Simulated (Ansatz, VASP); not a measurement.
# Two plane-wave programs on Y

```
Y
1.0
     0.00000    2.38560    2.28620
     2.38560    0.00000    2.28620
     2.38560    2.38560    0.00000
Y
1
Direct
  0.00000 0.00000 0.00000
```

Change from the starting cell: strain -0.040 along x and y, -0.080 along z, atoms carried along.

Alike in both runs: task single point; functional PBEsol; k mesh 16 × 16 × 16; occupations gaussian, width 0.15 eV; no spin polarisation.

|  | VASP | Ansatz |
| --- | --- | --- |
| version | VASP 6.6.1 | Ansatz 0.2.0 |
| potentials or method | VASP PAW PBE potentials, release 64 (Y_sv) | scalar-relativistic, plane waves, PAW |
| plane-wave cutoff (eV) | 520 | 420 |
| valence electrons in the cell | 11 | 11 |

```csv
,VASP,Ansatz,Ansatz less VASP
gap on the k mesh at the Fermi level (eV),none,none,-
pressure (GPa),9.1,9.3,+0.23
largest component of the traceless stress (GPa),0.93,0.92,-0.015
```

A gap of «none» marks a metal or a gap that the smearing closes.

Caveats: the PAW data sets were made with another functional, which shifts forces and pressure a little (VASP).
